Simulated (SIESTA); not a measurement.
Si2W:

```
W Si
1.0
    -1.60690    1.60690    3.91495
     1.60690   -1.60690    3.91495
     1.60690    1.60690   -3.91495
W Si
1 2
Direct
  0.00000 0.00000 0.00000
  0.66530 0.66530 0.00000
  0.33470 0.33470 0.00000
```

Base run:

| Item | Value |
| --- | --- |
| Program | SIESTA 5.4.2 |
| Functional | vdW-DF-cx |
| Potentials or basis | PseudoDojo 0.4 standard (PBE files) |
| Basis | DZP (energy shift 0.003 Ry; two zetas on semicore shells) |
| Grid cutoff | 800 Ry |
| Energy shift | 0.003 Ry |
| k mesh | 8 × 8 × 8 |
| Occupations | fermi-dirac, width 0.05 eV |
| Spin | no spin polarisation |

Its results: band gap on the k mesh none (metal or under the smearing width); pressure 2.5 GPa; largest force 0.052 eV/Å.

Q: After a change of settings the same cell gave: band gap on the k mesh none (metal or under the smearing width); pressure 8.1 GPa; largest force 0.032 eV/Å. Which change was it?
A. functional from vdW-DF-cx to vdW-DF-C09
B. functional from vdW-DF-cx to vdW-DF
C. functional from vdW-DF-cx to VV10
D. functional from vdW-DF-cx to optB88-vdW

A: D.

Caveats: short orbitals over semicore shells can move pressures by several GPa; the potentials were made for another functional, which shifts forces and pressure; the basis of atomic orbitals isn't converged, which shifts pressures, moduli and gaps.
